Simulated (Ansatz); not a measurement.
Si3N4 — 14N nuclear quadrupole resonance

Cell: an entry of the Crystallography Open Database (COD), ions relaxed with PBE at fixed cell.

Space group P6_3/m (No. 176); a = 7.5950, c = 2.9023 Å, γ = 120.00°.

| site | Wyckoff | site symmetry | x | y | z |
| --- | --- | --- | --- | --- | --- |
| Si | 6h | m.. | 0.7673 | 0.1736 | 0.2500 |
| N7 | 6h | m.. | 0.0294 | 0.3297 | 0.2500 |
| N13 | 2d | -6.. | 0.3333 | 0.6667 | 0.7499 |

One atom of each set is listed.

The numbers come from a DFT calculation in Ansatz (r2SCAN, plane waves and PAW, scalar-relativistic, 500 eV cutoff, Γ-centred 4×4×10 k-points, Fermi–Dirac smearing 0.02 eV).

14N: I = 1, Q = 20.44 mb (year-2017 value). Static lattice, zero field.

Q: Predict the zero-field 14N lines of each site.

A: For I = 1 the lines are ν± = (3/4)|C_Q|(1 ± η/3) and ν₀ = |C_Q|η/2.

```tsv
site	atoms	V_zz (10²¹ V/m²)	C_Q (MHz)	η	line frequencies (MHz)
N7	6	-4.89	-2.41	0.08	0.0958, 1.76, 1.86
N13	2	-4.90	-2.42	0.00	1.82
```

An axis of threefold or higher order runs through N13, so V_zz lies along it and η is zero. At N7 V_zz stands upright on the plane through its three neighbours (within 3°).
